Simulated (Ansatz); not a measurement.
Set up this calculation in Ansatz 0.2.0, as the native input.

* Task: single point
* Functional: HF
* Potentials or basis: Ansatz PAW
* Cutoff: 420 eV (not typed: the program's choice for these potentials)
* k mesh: 5 × 5 × 5
* Occupations: fermi-dirac, width 0.05 eV
* Spin: no spin polarisation

TiC:

```xyz
2
Lattice="3.0421 0.0000 0.0000 -1.5210 2.6345 0.0000 0.0000 0.0000 2.6980" Properties=species:S:1:pos:R:3 pbc="T T T"
Ti    0.0000    0.0000    1.3490
C     0.0000    1.7564    0.0000
```

The cell was built by a generator and needn't be a form met in nature.

One way to write it, as run:

input

```
crystal:
  lattice:
    - [3.04209, 0.0, 0.0]
    - [-1.52104, 2.63452, 0.0]
    - [0.0, 0.0, 2.69797]
  atoms:
    - { symbol: Ti, position: [0.0, 0.0, 0.5] }
    - { symbol: C, position: [0.33333, 0.66667, 0.0] }
hamiltonian:
  xc: hf
  pseudopotentials: { kind: paw }
kpoints:
  mp_grid: { grid: [5, 5, 5] }
scf:
  occupations: { method: fermi_dirac, width: 0.05 }
output:
  forces: true
  stress: true
  eigenvalues: true
```

It gave:

| Quantity | Value |
| --- | --- |
| Pressure | 6.7 GPa |
| Band gap on the k mesh | 2.70 eV, indirect (least direct gap 2.73 eV) |

Caveat: the k mesh is coarse (spacing up to 0.48 Å⁻¹), so the values aren't converged, least of all with exact exchange; odd divisions of the mesh miss points on the zone boundary, where band edges often lie, so the gap on the mesh can be too wide; the PAW data sets come from PBE, with cores solved anew for the run's functional, which leaves a small shift of forces and pressure; the thresholds are loose for stress.

Run time: 60 s on 1 × NVIDIA H100 80GB HBM3 with 2 threads of AMD EPYC 7R13 Processor (Zen 3), with other jobs on the host, peak memory 1.4 GiB.
